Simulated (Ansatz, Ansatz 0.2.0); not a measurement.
# Lattice constants of TiBe₃ from r²SCAN, with PBEsol and LDA for comparison

## Experiment

The measured cell of TiBe₃ is taken from a printed reference work on crystal structure data of metal beryllides (original work of 1969). In the hexagonal setting of the rhombohedral cell it has a = 4.49 Å and c = 21.32 Å. Both are compiled values; neither the method nor the temperature is given with them. My own reading is that they are room-temperature X-ray values from what is essentially one old determination, probably on a beryllide sample that held more than one phase. That matters most for the long axis, because neighbouring beryllides are built from related layers and their reflections can overlap. I therefore take the pair as a fair guide to the size of the cell, not as a benchmark for fine distinctions between functionals.

| compared with | measured | source's wording or label | method |
| --- | --- | --- | --- |
| a (Å) | 4.49 | a, hexagonal setting | compiled value, method not stated |
| c (Å) | 21.32 | c, hexagonal setting | compiled value, method not stated |

Conditions are those given with the value in the passage it was taken from; "not stated" means there, and the paper may say more elsewhere. The values are a selection: others may have been left out beforehand as unlike or outlying.

## Plan

I want both lattice constants within 1 % of the measured ones. A good functional usually gets metallic bond lengths to somewhat better than that, while a typical LDA contraction would use up most or all of the margin, so the limit still separates useful from poor levels. The two axes are judged separately, since an error in the stacking direction can hide in the volume.

The model is the ordered NbBe₃-type crystal, 12 atoms in the primitive cell, static and non-magnetic, with cell and atoms relaxed. Zero-point motion can expand solids of light elements such as beryllium by a few tenths of a per cent to nearly one per cent in length, and room temperature adds a little more. I expect a stiff beryllide to sit at the low end or below it, but a sound static cell should still come out smaller than the measured one.

The starting cell is itself computed. Its a agrees with experiment almost exactly, whereas its c of 21.177 Å is 0.14 Å shorter than the measured value. Reproducing it would be no independent success.

I go straight to r²SCAN. LDA is cheaper, but it overbinds and would shrink a cell that already lacks its vibrational expansion. The k mesh gets a check at the r²SCAN level, and PBEsol will stand beside it for scale.

Plain PBE isn't shown in this study.

System: TiBe3 (titanium triberyllide), NbBe3 type; R-3m (No. 166), 12 atoms in the primitive cell; the database structure is a structure relaxed by earlier theory (a GGA or r2SCAN, not named), not a measurement: a = 4.487 Å, c = 21.177 Å; structure from the Materials Project.

On the selection of runs and values: Further runs on this system are not shown.

## 1. r²SCAN on the 9×9×9 mesh

This is the level on which I mean to judge, so it comes first. I expect a close to the measured value and c somewhat short of it.

**Run 1.** Ansatz 0.2.0: r2SCAN, cell and atoms relaxed from the database structure, PAW set soft_2, cutoff 500 eV (default), 9x9x9 k mesh, Gaussian smearing 0.1 eV.

Key lines of the input:
```
crystal:
  # lattice and atoms
kpoints:
  mp_grid: { grid: [9, 9, 9] }
hamiltonian:
  xc: r2scan
scf:
  occupations: { method: gaussian, width: 0.1 }
output:
  forces: true
  stress: true
relax:
  adjacent_minimum: "off"
  f_tol: 0.005
  max_steps: 60
  cell: { stress_tol: 0.03 }
```

Command:
```
ansatz run input.yaml --threads 8 --pin off --max-ram 16384MiB --backend cpu --events-out ev --progress --plain --runs-dir out
```

Selected lines of the output:
```
Basis set: ecut = 500 eV, 3079 PW (Γ), FFT grids on a1−a3, a2−a3, a3 [...]
k-points: 85 of 729
relax step   1: F+E_penalty+E_count = -8355.70220650 eV  [...]  max|allowed force component| = 9.394e-2 eV/Å  [...]  P = -0.814 GPa  Ω = 123.061 Å³  (8 SCF iters, dr2 threshold 1.00e-7 eV [...]
relax step   2: F+E_penalty+E_count = -8355.70894648 eV  [...]  max|allowed force component| = 5.721e-2 eV/Å  [...]  P = +0.092 GPa  Ω = 122.185 Å³  [...]
[...]
relax step   5: F+E_penalty+E_count = -8355.70945824 eV  [...]  max|allowed force component| = 2.248e-4 eV/Å  [...]  P = -0.002 GPa  Ω = 122.280 Å³  [...]
relax step   6: F+E_penalty+E_count = -8355.70929499 eV  [...]  max|allowed force component| = 2.053e-4 eV/Å  [...]  P = -0.003 GPa  Ω = 122.280 Å³  [...]
--- Relaxed structure (5 steps of the walk, 4 accepted, 1 SCFs on fresh bases) ---
  cell:  # Å, volume = 122.2799 Å³
    - [2.233942679036046, 1.2897674070789544, 7.073272615784157]
    - [-2.233942679036046, 1.2897674070789544, 7.073272615784157]
    - [0.0, -2.57953481420801, 7.073272615775021]
```

Converged; 34 s on 8 cores of Arm Neoverse V2, shared host.

| quantity | run 1 | measured | deviation |
| --- | --- | --- | --- |
| a (Å) | 4.468 | 4.49 | −0.022 (−0.5 %) |
| c (Å) | 21.220 | 21.32 | −0.100 (−0.5 %) |
| conventional cell volume (Å³) | 366.84 |  |  |

Both axes come out about 0.5 % short, inside the limit. I had expected a to sit closer to experiment than c, but the contraction is nearly uniform. The relaxation also did more than return the starting cell: a shrank from 4.487 to 4.468 Å while c grew from 21.177 to 21.220 Å, so the shape moved towards the measured one.

## 2. Mesh check and a PBEsol neighbour

I repeat r²SCAN on a 6×6×6 mesh to see how strongly the cell responds to the sampling. This is a check from the coarser side, so it measures sensitivity and doesn't replace a denser mesh. I expect changes well below the 0.5 % deviation. PBEsol on the 9×9×9 mesh goes beside it for scale; I expect it to be somewhat smaller than r²SCAN.

**Run 2.** Ansatz 0.2.0: r2SCAN, cell and atoms relaxed from the database structure, PAW set soft_2, cutoff 500 eV (default), 6x6x6 k mesh, Gaussian smearing 0.1 eV.

Key lines of the input, as changed from run 1:
```diff
  kpoints:
-   mp_grid: { grid: [9, 9, 9] }
+   mp_grid: { grid: [6, 6, 6] }
```

Selected lines of the output:
```
  cell:  # Å, volume = 122.2617 Å³
```

Converged; 16 s, same machine.

**Run 3.** Ansatz 0.2.0: PBEsol, cell and atoms relaxed from the database structure, PAW set soft_2, cutoff 420 eV (default), 9x9x9 k mesh, Gaussian smearing 0.1 eV.

Key lines of the input, as changed from run 1:
```diff
  hamiltonian:
-   xc: r2scan
+   xc: pbesol
```

Command:
```
ansatz run input.yaml --threads 4 --pin off --max-ram 16384MiB --backend cpu --events-out ev --progress --plain --runs-dir out
```

Selected lines of the output:
```
  cell:  # Å, volume = 120.2043 Å³
```

Converged; 30 s on 4 cores of Arm Neoverse V2, shared host.

| quantity | run 2 | run 3 | measured |
| --- | --- | --- | --- |
| a (Å) | 4.466 | 4.440 | 4.49 |
| c (Å) | 21.234 | 21.121 | 21.32 |
| conventional cell volume (Å³) | 366.78 | 360.61 |  |

The coarser mesh shortens a by 0.002 Å and lengthens c by 0.014 Å. The changes nearly cancel in the volume, and both are small against the r²SCAN deviations of 0.022 and 0.100 Å.

PBEsol contracts the cell further. Its c is 0.9 % short, a narrow pass. Its a is 1.1 % short, but it oversteps the limit by less than the last printed digit of the measured value, so I leave that axis undecided. The missing vibrational expansion acts in the same direction, which is another reason not to rank the two functionals on this.

## 3. Potentials and a denser mesh, in LDA

All three cells rest on the same soft PAW set, and an error there could shift them together. I test it in LDA, with the PAW set and norm-conserving PseudoDojo potentials on the same 9×9×9 mesh, and add a 12×12×12 PAW run to look at the sampling from the denser side. These are checks of LDA, and they bear on r²SCAN only indirectly. I expect the LDA cell to be smaller than the PBEsol one, and the two sets of potentials to differ by much less than the functionals do.

**Run 4.** Ansatz 0.2.0: LDA, cell and atoms relaxed from the database structure, PAW set soft_2, cutoff 420 eV (default), 9x9x9 k mesh, Gaussian smearing 0.1 eV.

Key lines of the input, as changed from run 1:
```diff
  hamiltonian:
-   xc: r2scan
+   xc: lda
```

Selected lines of the output:
```
  cell:  # Å, volume = 116.1448 Å³
```

Converged; 28 s, same machine.

**Run 5.** Ansatz 0.2.0: LDA, PseudoDojo norm-conserving pseudopotentials, cell and atoms relaxed from the database structure, cutoff 1197 eV (default), 9x9x9 k mesh, Gaussian smearing 0.1 eV.

Key lines of the input, as changed from run 4:
```diff
  hamiltonian:
+   pseudopotentials: { kind: nc, accuracy: standard }
```

Selected lines of the output:
```
Basis set: ecut = 1197.300995 eV, 10953 PW (Γ), FFT grids on a1−a3, a2−a3, a3 [...]
k-points: 85 of 729
relax step   1: F+E_penalty+E_count = -8233.74127371 eV  [...]  max|allowed force component| = 7.101e-2 eV/Å  [...]  P = -7.078 GPa  Ω = 123.061 Å³  (10 SCF iters, dr2 threshold 1.00e-7 eV [...]
relax step   2: F+E_penalty+E_count = -8233.90006331 eV  [...]  max|allowed force component| = 9.866e-2 eV/Å  [...]  P = +0.048 GPa  Ω = 116.312 Å³  [...]
[...]
relax step   4: F+E_penalty+E_count = -8233.90377195 eV  [...]  max|allowed force component| = 1.453e-3 eV/Å  [...]  P = -0.001 GPa  Ω = 116.303 Å³  [...]
relax step   5: F+E_penalty+E_count = -8233.90296961 eV  [...]  max|allowed force component| = 1.441e-3 eV/Å  [...]  P = -0.021 GPa  Ω = 116.303 Å³  [...]
--- Relaxed structure (4 steps of the walk, 4 accepted, 1 SCFs on fresh bases) ---
  cell:  # Å, volume = 116.3033 Å³
    - [2.194205198000806, 1.266824961706577, 6.973437948129722]
    - [-2.194205198000806, 1.266824961706577, 6.973437948129722]
    - [0.0, -2.533649923462548, 6.973437948120749]
```

Converged; 2.1 min, same machine.

**Run 6.** Ansatz 0.2.0: LDA, cell and atoms relaxed from the database structure, PAW set soft_2, cutoff 420 eV (default), 12x12x12 k mesh, Gaussian smearing 0.1 eV.

Key lines of the input, as changed from run 4:
```diff
  kpoints:
-   mp_grid: { grid: [9, 9, 9] }
+   mp_grid: { grid: [12, 12, 12] }
```

Selected lines of the output:
```
  cell:  # Å, volume = 116.1514 Å³
```

Converged; 61 s, same machine.

| quantity | run 4 | run 5 | run 6 | measured |
| --- | --- | --- | --- | --- |
| a (Å) | 4.386 | 4.388 | 4.386 | 4.49 |
| c (Å) | 20.912 | 20.920 | 20.914 | 21.32 |
| conventional cell volume (Å³) | 348.43 | 348.91 | 348.45 |  |

LDA misses on both axes, with a 2.3 % and c 1.9 % short. That is about twice the limit, and more than I would put down to missing thermal and zero-point expansion in a stiff beryllide.

The numerical settings don't explain the miss. Changing from the PAW set to the norm-conserving potentials, each at its own cutoff, lengthens a by 0.002 Å and c by 0.008 Å. Going from the 9×9×9 to the 12×12×12 mesh leaves a unchanged to the printed digits and moves c by 0.002 Å. At the LDA level, then, most of the contraction belongs to the functional. For r²SCAN the agreement between the potentials is only indirect support, since a comparison of potentials at that level is not shown in this report.

## Summary of runs

| run | settings | a (Å) | deviation | c (Å) | deviation | cost |
| --- | --- | --- | --- | --- | --- | --- |
| 1 | r2SCAN, PAW set soft_2, cutoff 500 eV (default), 9x9x9 k mesh | 4.468 | −0.022 (−0.5 %) | 21.220 | −0.100 (−0.5 %) | 4.6 core-min |
| 2 | r2SCAN, PAW set soft_2, cutoff 500 eV (default), 6x6x6 k mesh | 4.466 | −0.024 (−0.5 %) | 21.234 | −0.086 (−0.4 %) | 2.1 core-min |
| 3 | PBEsol, PAW set soft_2, cutoff 420 eV (default), 9x9x9 k mesh | 4.440 | −0.050 (−1.1 %) | 21.121 | −0.199 (−0.9 %) | 2 core-min |
| 4 | LDA, PAW set soft_2, cutoff 420 eV (default), 9x9x9 k mesh | 4.386 | −0.104 (−2.3 %) | 20.912 | −0.408 (−1.9 %) | 1.9 core-min |
| 5 | LDA, PseudoDojo norm-conserving pseudopotentials, cutoff 1197 eV (default), 9x9x9 k mesh | 4.388 | −0.102 (−2.3 %) | 20.920 | −0.400 (−1.9 %) | 8.5 core-min |
| 6 | LDA, PAW set soft_2, cutoff 420 eV (default), 12x12x12 k mesh | 4.386 | −0.104 (−2.3 %) | 20.914 | −0.406 (−1.9 %) | 4.1 core-min |
|  | measured | 4.49 |  | 21.32 |  |  |

Further runs on the same system, made beside this series (convergence steps with loose settings among them):

| further | settings | a (Å) | deviation | c (Å) | deviation | cost |
| --- | --- | --- | --- | --- | --- | --- |
| F1 | r2SCAN+rVV10, PAW set soft_2, cutoff 500 eV (default), 9x9x9 k mesh | 4.463 | −0.027 (−0.6 %) | 21.195 | −0.125 (−0.6 %) | 5.1 core-min |
| F2 | PBEsol+D3(BJ), PAW set soft_2, cutoff 420 eV (default), 9x9x9 k mesh | 4.371 | −0.119 (−2.6 %) | 20.820 | −0.500 (−2.3 %) | 1.8 core-min |
| F3 | BLYP+D3(BJ), PAW set soft_2, cutoff 420 eV (default), 9x9x9 k mesh | 4.300 | −0.190 (−4.2 %) | 20.518 | −0.802 (−3.8 %) | 2.5 core-min |
| F4 | LDA, PAW set soft_2, cutoff 590 eV, 9x9x9 k mesh | 4.386 | −0.104 (−2.3 %) | 20.911 | −0.409 (−1.9 %) | 2.7 core-min |
| F5 | LDA, PAW set soft_2, cutoff 420 eV (default), 6x6x6 k mesh | 4.385 | −0.105 (−2.3 %) | 20.923 | −0.397 (−1.9 %) | under 1 core-min |
|  | measured | 4.49 |  | 21.32 |  |  |

## Verdict

r²SCAN on the 9×9×9 mesh meets the target on both axes: a and c are each 0.5 % short, against a limit of 1 %, for 4.6 core-minutes. Adding rVV10 barely changes the cell. PBEsol passes narrowly on c and stays undecided on a, while LDA misses on both.

The missing thermal and zero-point expansion has the right sign to close the r²SCAN gap. By my own rough estimate it is a few tenths of a per cent in length, enough to account for much or all of it. I therefore can't say how much error belongs to the functional itself. The same allowance would bring PBEsol closer, so these data don't rank the two.

The r²SCAN mesh comparison was worth making: its changes are small beside the remaining deviations. In LDA, a denser mesh, a higher cutoff and other potentials all leave the contraction in place, which points to the functional. Tests of r²SCAN with a denser mesh, a higher cutoff or other potentials are not shown in this report.

Pairwise dispersion does harm here. D3(BJ) takes PBEsol from 1.1 to 2.6 % short in a. BLYP+D3(BJ) is worse still, though plain BLYP is not shown in this report, so the share of the correction can't be separated there. My explanation, argued from theory, is that a correction built from atomic pairs overbinds a metal, where the electrons screen such attraction.

The reference remains the weaker side for finer questions. It is an old compiled pair of values, and a fresh diffraction measurement on a single-phase sample would be needed to judge differences of a few tenths of a per cent.

[Logs are printed without paths, hosts, clocks, repeated set-up lines and the standing remarks that a program may print on its own settings, such as how far it seeks lower states.]

[The runs shown are a pick from a larger set of finished runs; failed, doubtful and other runs were left out of it ahead of writing. So were measured values far from every level or from commonly accepted values, and agreement can look better than it is. Lines of input and output are excerpts and may be shortened.]
